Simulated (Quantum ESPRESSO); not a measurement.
Runs of Quantum ESPRESSO 7.5 on Sn. The typed cell holds 1 atom: a = 3.269 Å, b = 3.303 Å, c = 3.287 Å, α = 110.00°, β = 108.91°, γ = 109.87°. This isn't the form of Sn at room conditions, which is tetragonal (white tin).

```tsv
task	level	potentials or basis	cutoff (eV)	smearing	dos occupations	diago david ndim	diagonalization	form of the LDA correlation	other keys	gap on the mesh (eV)	pressure (GPa)
projected density of states	PBE	Ansatz NC SR PBE	980	fermi-dirac 0.05 eV	tetrahedra_opt	4	cg	-	diago_david_ndim = 4; diagonalization = cg	none	0.7
single point	PBE	SSSP 1.3 efficiency PBE	816	fermi-dirac 0.05 eV	-	-	-	-	-	none	0.7
single point	LDA	PseudoDojo 0.4.1 SR LDA stringent	1170	methfessel-paxton 0.05 eV	-	-	-	PW92	-	none	(a)
single point	Q2D	SG15 PBE 1.2	952	tetrahedra_opt	-	-	-	-	smearing = tetrahedra_opt; width = left out	none	-4.1
```

Alike in all rows: no spin polarisation; cell as given; k mesh 10 × 10 × 10.

Q: Estimate the missing entries.

A: (a) -5.6.

Caveats: the potentials were made for another functional, which shifts forces and pressure (some runs).

A k mesh can miss the band edges, and the runs leave out spin-orbit coupling on Sn.

A gap of «none» marks a metal or a gap under the smearing width.

The runs don't all hold the same shells in valence.
